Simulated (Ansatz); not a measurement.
Start from BeO in the wurtzite structure (space group P6_3mc, No. 186; a = 2.7118 Å, c = 4.4046 Å). Axes: x lies along a and z along c of the hexagonal cell.

Method: Ansatz (a first-principles code), PBE, PAW, cutoff 420 eV, without spin-orbit coupling.

Strains are applied to the cell and any free atomic positions relax; under biaxial strain the out-of-plane vector relaxes too.

One change was made to it. Results:

| quantity | base | after |
|---|---|---|
| valence-band top at Γ (three highest levels, from the VBM) | 0.00, -0.04, -0.04 eV | 0.00, 0.00, -0.44 eV |
| band gap | 7.45 eV | 7.89 eV |
| shortest interatomic distance | 1.656 Å | 1.605 Å |

Question: Which change produced these results?
A. biaxial strain −0.14 %, plane normal [001], relaxed out of plane
B. biaxial strain +4.72 %, plane normal [001], relaxed out of plane
C. strain tensor (xx, yy, zz, yz, xz, xy) = (−1.21, +0.18, +0.01, −0.08, +0.27, +0.78) %
D. biaxial strain −4.28 %, plane normal [001], relaxed out of plane
E. uniaxial strain ε_yy = −1.43 %

Answer: D, biaxial strain −4.28 %, plane normal [001], relaxed out of plane. For comparison, the band gap in the other runs: biaxial strain −0.14 %, plane normal [001], relaxed out of plane gives 7.48 eV; biaxial strain +4.72 %, plane normal [001], relaxed out of plane gives 6.52 eV; uniaxial strain ε_yy = −1.43 % gives 7.57 eV; strain tensor (xx, yy, zz, yz, xz, xy) = (−1.21, +0.18, +0.01, −0.08, +0.27, +0.78) % gives 7.51 eV.

Stability against distortions was not tested.
